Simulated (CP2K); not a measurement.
Tc in CP2K: convergence with eps default

Input of the first run (eps default 1.0E-6); the others differ in this setting and in those tied to it:

Contents of tc_converge.inp:

```
&GLOBAL
  PROJECT tc_converge
  RUN_TYPE ENERGY_FORCE
  PRINT_LEVEL LOW
&END GLOBAL
&FORCE_EVAL
  METHOD QS
  STRESS_TENSOR ANALYTICAL
  &DFT
    BASIS_SET_FILE_NAME BASIS_MOLOPT
    POTENTIAL_FILE_NAME GTH_POTENTIALS
    &MGRID
      CUTOFF 450
      REL_CUTOFF 60
      NGRIDS 5
    &END MGRID
    &QS
      METHOD GPW
      EPS_DEFAULT 1.0E-6
    &END QS
    &KPOINTS
      SCHEME MONKHORST-PACK 9 9 9
      GAMMA_CENTERED T
      SYMMETRY T
      SYMMETRY_BACKEND SPGLIB
    &END KPOINTS
    &SCF
      SCF_GUESS ATOMIC
      EPS_SCF 1.0E-6
      MAX_SCF 100
      ADDED_MOS 11
      CHOLESKY OFF
      EPS_EIGVAL 1.0E-7
      &DIAGONALIZATION ON
        ALGORITHM STANDARD
      &END DIAGONALIZATION
      &MIXING ON
        METHOD BROYDEN_MIXING
        ALPHA 0.4
        BETA 1.5
        NBUFFER 8
      &END MIXING
      &SMEAR ON
        METHOD FERMI_DIRAC
        ELECTRONIC_TEMPERATURE [K] 580.226
      &END SMEAR
    &END SCF
    &XC
      &XC_FUNCTIONAL PBE
      &END XC_FUNCTIONAL
    &END XC
    &PRINT
      &KPOINTS ON
      &END KPOINTS
      &MULLIKEN ON
      &END MULLIKEN
      &MO ON
        ENERGIES T
        OCCUPATION_NUMBERS T
        &EACH
          QS_SCF 0
        &END EACH
        ADD_LAST NUMERIC
      &END MO
    &END PRINT
  &END DFT
  &SUBSYS
    &CELL
      ABC 2.7157697712 2.7448727021 2.7796927199
      ALPHA_BETA_GAMMA 61.4109977050 60.3955253735 59.8549783715
      PERIODIC XYZ
    &END CELL
    &COORD
      Tc  0.0566987205 0.0410548908 0.0134326966
    &END COORD
    &KIND Tc
      BASIS_SET DZVP-MOLOPT-SR-GTH-q15
      POTENTIAL GTH-PBE-q15
    &END KIND
    &PRINT
      &ATOMIC_COORDINATES ON
      &END ATOMIC_COORDINATES
      &CELL ON
      &END CELL
      &SYMMETRY ON
      &END SYMMETRY
    &END PRINT
  &END SUBSYS
  &PRINT
    &FORCES ON
    &END FORCES
    &STRESS_TENSOR ON
    &END STRESS_TENSOR
  &END PRINT
&END FORCE_EVAL
```

Potentials or basis: GTH_POTENTIALS Tc GTH-PBE-q15; DZVP-MOLOPT-SR-GTH basis.

The run is started by

```console
$ OMP_NUM_THREADS=1 cp2k.psmp -i tc_converge.inp -o tc_converge.out
```

The cell isn't the ideal one: cell strained at random at fixed volume.

This isn't the form of Tc at room conditions, which is hcp.

Hardware: 1 thread of Arm Neoverse V1, on a shared host.

```
eps default  energy less the tightest run, at zero smearing (meV/atom)  pressure (GPa)  SCF cycles  CPU time (s)  peak memory (GiB)
     1.0E-6                                                      -1.01           -6.13          11            64               0.24
     1.0E-7                                                       0.03           -5.95          11            80               0.25
     1.0E-8                                                      -0.01           -5.95          11            98               0.27
     1.0E-9                                                       0.00           -5.95          11           120               0.28
    1.0E-10                                                       0.00           -5.95          11           140               0.29
    1.0E-11                                                       0.00           -5.95          11           160               0.31
    1.0E-12                                                       0.00           -5.95          11           190               0.32
```

Against the tightest run, the energy stays within 1 meV/atom from 1.0E-7 on; the pressure stays within 0.1 GPa from 1.0E-7 on. The tightest run that finished is the yardstick and may itself not be fully converged.

Caveat, for the tightest run too: the basis of atomic orbitals isn't converged, which shifts pressures, moduli and gaps.
